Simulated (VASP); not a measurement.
# C (P6_3/mmc) in VASP: notebook, part 2 of 2

VASP 6.6.1.

## 3. Relaxation of cell and atoms, PBE+D3(BJ)

This run uses another cell than the first one, of 8.82 Å³/atom, 1.008 times its volume.

The input, INCAR:

```
  PREC = Accurate
  ENCUT = 520
  EDIFF = 1E-7
  ISMEAR = 0
  SIGMA = 0.02
  LREAL = False
  LASPH = True
  NELM = 60
  ALGO = Normal
  ISIF = 3
  LWAVE = False
  LCHARG = False
  GGA = PE
  IVDW = 12
  IBRION = 2
  NSW = 80
  EDIFFG = -0.002
  KPAR = 4
```

The input, KPOINTS:

```
Automatic mesh
0
Gamma
  9 9 4
```

The input, POSCAR:

```
C                                       
1.0
    2.4665599345      0.0000000000     -0.0000000000
   -1.2332799672      2.1361035615     -0.0000000000
    0.0000000000     -0.0000000000      6.6945850863
  C             
     4
Direct
     0.0000000000000000    0.0000000000000000    0.7500000000000000
     0.0000000000000000    0.0000000000000000    0.2500000000000000
     0.3333333300000021    0.6666666699999979    0.7500000000000000
     0.6666666699999979    0.3333333300000021    0.2500000000000000
```

Potentials or basis: VASP PAW PBE potentials, release 64 (C).

Started as:

```
$ cat potpaw_PBE.64/C/POTCAR > POTCAR
$ mpirun -np 4 vasp_std > vasp.out
```

OUTCAR:

```text
PREC = Accurate
   ENCUT = 520
   EDIFF = 1E-7
   ISMEAR = 0
   LREAL = False
   LASPH = True
   NELM = 60
   ISIF = 3
   GGA = PE
   IVDW = 12
   IBRION = 2
   NSW = 80
   EDIFFG = -0.002
 IVDW          = 12

 ion  position               nearest neighbor table
   1  0.000  0.000  0.750-   3 1.42   3 1.42   3 1.42
   2  0.000  0.000  0.250-   4 1.42   4 1.42   4 1.42
   3  0.333  0.667  0.750-   1 1.42   1 1.42   1 1.42
   4  0.667  0.333  0.250-   2 1.42   2 1.42   2 1.42

  LATTYP: Found a hexagonal cell.
 ALAT       =     2.4665599345
 C/A-ratio  =     2.7141384212

  Lattice vectors:

 A1 = (   2.4665599345,   0.0000000000,   0.0000000000)
 A2 = (  -1.2332799672,   2.1361035615,   0.0000000000)
 A3 = (   0.0000000000,   0.0000000000,   6.6945850863)

Analysis of symmetry for initial positions (statically):
=====================================================================
 Subroutine PRICEL returns:
 Original cell was already a primitive cell.

 Routine SETGRP: Setting up the symmetry group for a
 hexagonal supercell.

 Subroutine GETGRP returns: Found 24 space group operations
 (whereof 12 operations were pure point group operations)
[... 192 lines left out ...]
     12      13.0478      0.00000
[... 331 lines left out ...]
 k-point    24 :       0.3333    0.3333    0.2500
  band No.  band energies     occupation
      1      -7.9516      2.00000
      2      -7.8791      2.00000
      3      -7.8791      2.00000
      4      -7.8145      2.00000
      5      -5.8341      2.00000
      6      -5.8341      2.00000
      7       4.2205      2.00000
      8       4.6799      0.98235
      9       4.6799      0.98235
     10       5.1840      0.00000
     11      15.2171      0.00000
     12      15.2171      0.00000

 [... further k-points ...]

------------------------ aborting loop because EDIFF is reached ----------------------------------------

 Edisp (eV)   -0.62696

 E8    (eV) :    -0.1777

  FORCE on cell =-STRESS in cart. coord.  units (eV):
  Direction    XX          YY          ZZ          XY          YZ          ZX
  --------------------------------------------------------------------------------------
  -------------------------------------------------------------------------------------
  Total       0.00337     0.00337    -0.00637     0.00000    -0.00000     0.00000
  in kB       0.15295     0.15295    -0.28943     0.00000    -0.00000     0.00000
  external pressure =        0.01 kB  Pullay stress =        0.00 kB

 VOLUME and BASIS-vectors are now :
 -----------------------------------------------------------------------------
  energy-cutoff  :      520.00
  volume of cell :       35.27
      direct lattice vectors                 reciprocal lattice vectors
     2.466559935  0.000000000  0.000000000     0.405422948  0.234071048  0.000000000
    -1.233279967  2.136103562  0.000000000     0.000000000  0.468142097  0.000000000
     0.000000000  0.000000000  6.694585086     0.000000000  0.000000000  0.149374455

 POSITION                                       TOTAL-FORCE (eV/Angst)
 -----------------------------------------------------------------------------------
      0.00000      0.00000      5.02094         0.000000      0.000000     -0.000000
      0.00000      0.00000      1.67365         0.000000     -0.000000     -0.000000
     -0.00000      1.42407      5.02094        -0.000000     -0.000000      0.000000
      1.23328      0.71203      1.67365        -0.000000      0.000000      0.000000
 -----------------------------------------------------------------------------------
    total drift:                               -0.000000      0.000000     -0.000000

  FREE ENERGIE OF THE ION-ELECTRON SYSTEM (eV)
  ---------------------------------------------------
  free  energy   TOTEN  =       -37.4498321732 eV

  energy  without entropy=      -37.4492816125  energy(sigma->0) =      -37.44955689

 reached required accuracy - stopping structural energy minimisation
```

OSZICAR:

```text
N       E                     dE             d eps       ncg     rms          rms(c)
DAV:   1     0.485275214969E+02    0.48528E+02   -0.85041E+03   872   0.124E+03
DAV:   2    -0.353436119359E+02   -0.83871E+02   -0.77826E+02  1196   0.232E+02
DAV:   3    -0.391205846548E+02   -0.37770E+01   -0.37483E+01  1100   0.494E+01
DAV:   4    -0.391679257245E+02   -0.47341E-01   -0.47253E-01  1064   0.641E+00
DAV:   5    -0.391689941760E+02   -0.10685E-02   -0.10682E-02  1084   0.930E-01    0.891E+00
DAV:   6    -0.373826319373E+02    0.17864E+01   -0.17717E+00   996   0.924E+00    0.522E+00
DAV:   7    -0.368154490604E+02    0.56718E+00   -0.19388E+00  1016   0.980E+00    0.139E+00
DAV:   8    -0.368226767233E+02   -0.72277E-02   -0.59130E-02   976   0.166E+00    0.103E-01
DAV:   9    -0.368226776796E+02   -0.95630E-06   -0.10000E-03  1112   0.270E-01    0.593E-02
DAV:  10    -0.368227723815E+02   -0.94702E-04   -0.85428E-05  1052   0.775E-02    0.339E-02
DAV:  11    -0.368228742581E+02   -0.10188E-03   -0.97366E-05  1012   0.852E-02    0.451E-03
DAV:  12    -0.368228741543E+02    0.10383E-06   -0.80419E-07  1112   0.739E-03    0.168E-03
DAV:  13    -0.368228742627E+02   -0.10844E-06   -0.63203E-07  1044   0.660E-03    0.491E-04
DAV:  14    -0.368228742837E+02   -0.20959E-07   -0.78776E-09   708   0.817E-04
   1 F= -.37449832E+02 E0= -.37449557E+02  d E =-.374498E+02
```

CONTCAR:

```text
C
   1.00000000000000
     2.4665599345000002    0.0000000000000000    0.0000000000000000
    -1.2332799672000001    2.1361035615000001    0.0000000000000000
     0.0000000000000000    0.0000000000000000    6.6945850863000000
  C
     4
Direct
     0.0000000000000000    0.0000000000000000    0.7500000000000000
     0.0000000000000000    0.0000000000000000    0.2500000000000000
     0.3333333300000021    0.6666666699999979    0.7500000000000000
     0.6666666699999979    0.3333333300000021    0.2500000000000000

  0.00000000E+00  0.00000000E+00  0.00000000E+00
  0.00000000E+00  0.00000000E+00  0.00000000E+00
  0.00000000E+00  0.00000000E+00  0.00000000E+00
  0.00000000E+00  0.00000000E+00  0.00000000E+00
```

Run time: 9.3 s. Hardware: 4 MPI ranks of AMD EPYC 7R43 (Zen 3), shared host; peak memory 0.12 GiB.

Results:

* Free energy: -37.4498 eV
* Pressure after relaxing: 0.0 GPa
* Band gap on the k mesh: none (metal or under the smearing width)
* Dispersion energy per atom: -0.157 eV

Final structure:
```xyz
4
Lattice="2.4666 0.0000 0.0000 -1.2333 2.1361 0.0000 0.0000 0.0000 6.6946" Properties=species:S:1:pos:R:3 pbc="T T T"
C     0.0000    0.0000    5.0209
C     0.0000    0.0000    1.6736
C     0.0000    1.4241    5.0209
C     1.2333    0.7120    1.6736
```

Caveat: the relaxation stopped at its first step, so nothing moved.

## 4. Vibrations by finite differences, PBE+D3(BJ)

This run uses another cell than the first one, of 8.82 Å³/atom, 1.008 times its volume.

The input, INCAR:

```
SYSTEM = C
PREC = Accurate ; ENCUT = 520
EDIFF = 1E-8 ; ISMEAR = 0
SIGMA = 0.02 ; LREAL = .False.
LASPH = .True. ; NELM = 60
ALGO = Normal ; ISIF = 2
LWAVE = .False. ; LCHARG = .False.
GGA = PE ; IVDW = 12
NBANDS = 16 ; IBRION = 6
NFREE = 2 ; POTIM = 0.015
NSW = 1 ; KPAR = 4
```

The input, KPOINTS:

```
regular mesh
0
Gamma
  9 9 4
  0 0 0
```

POSCAR: that of step 3 with these lines changed.

```diff
@@ -2,5 +2,5 @@
 1.0
-    2.4665599345      0.0000000000     -0.0000000000
-   -1.2332799672      2.1361035615     -0.0000000000
-    0.0000000000     -0.0000000000      6.6945850863
+    2.4665599345      0.0000000000      0.0000000000
+   -1.2332799672      2.1361035615      0.0000000000
+    0.0000000000      0.0000000000      6.6945850863
   C
```

Started as:

```
$ cat potpaw_PBE.64/C/POTCAR > POTCAR
$ mpirun -np 4 vasp_std > vasp.out
```

Wall time 1.7 min (4 MPI ranks of AMD EPYC 7R43 (Zen 3), shared host); peak memory 0.21 GiB.

Results (log left out):

```
Highest phonon frequency at Γ : 1467 cm⁻¹
Most unstable mode            : 79i cm⁻¹
Dispersion energy per atom    : -0.157 eV
```

Phonon frequencies in cm⁻¹ (negative: imaginary):
| q point | frequencies |
| --- | --- |
| (0.000, 0.000, 0.000) | -79 -79 0 0 0 7 846 868 1464 1464 1467 1467 |

Caveat: some modes are imaginary.
